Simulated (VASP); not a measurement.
Input of a VASP 6.6.1 run:

The input INCAR:

```
SYSTEM = BaF2
ALGO = Normal ; EDIFF = 1E-7
EDIFFG = -0.01 ; ENCUT = 600
GGA = PE ; IBRION = 2
ISIF = 2 ; ISMEAR = 0
IVDW = 12 ; LASPH = .True.
LCHARG = .False. ; LREAL = .False.
LWAVE = .False. ; NELM = 80
NSW = 40 ; PREC = Accurate
SIGMA = 0.03
```

KPOINTS

```
k-points
0
Gamma
  8 8 8
  0 0 0
```

POSCAR

```
BaF2                                    
1.0
    0.0000000000      3.1817793171      3.1817793171
    3.1817793171     -0.0000000000      3.1817793171
    3.1817793171      3.1817793171      0.0000000000
  Ba              F             
     1     2
Direct
     1.0000000000000000    0.0000000000000000    1.0000000000000000
     0.2500000000000000    0.2500000000000000    0.2500000000000000
     0.7500000000000000    0.7500000000000000    0.7500000000000000
```

Potentials or basis: VASP PAW PBE potentials, release 64 (Ba_sv, F).

The run is started by

```bash
$ cat potpaw_PBE.64/Ba_sv/POTCAR potpaw_PBE.64/F/POTCAR > POTCAR
$ mpirun -np 1 vasp_std > vasp.out
```

**Question.** Estimate the band gap on the k mesh.

**Answer.** 6.43 eV, indirect (least direct gap 6.47 eV).

**Question.** What does it give for the dispersion energy per atom?

**Answer.** -0.124 eV.

Final structure:
```xyz
3
Lattice="0.0000 3.1818 3.1818 3.1818 0.0000 3.1818 3.1818 3.1818 0.0000" Properties=species:S:1:pos:R:3 pbc="T T T"
Ba    0.0000    0.0000    0.0000
F     1.5909    1.5909    1.5909
F     4.7727    4.7727    4.7727
```

Caveat: the relaxation stopped at its first step, so nothing moved; spin-orbit coupling is left out, which moves the levels of the heavy elements. A k mesh can miss the band edges.
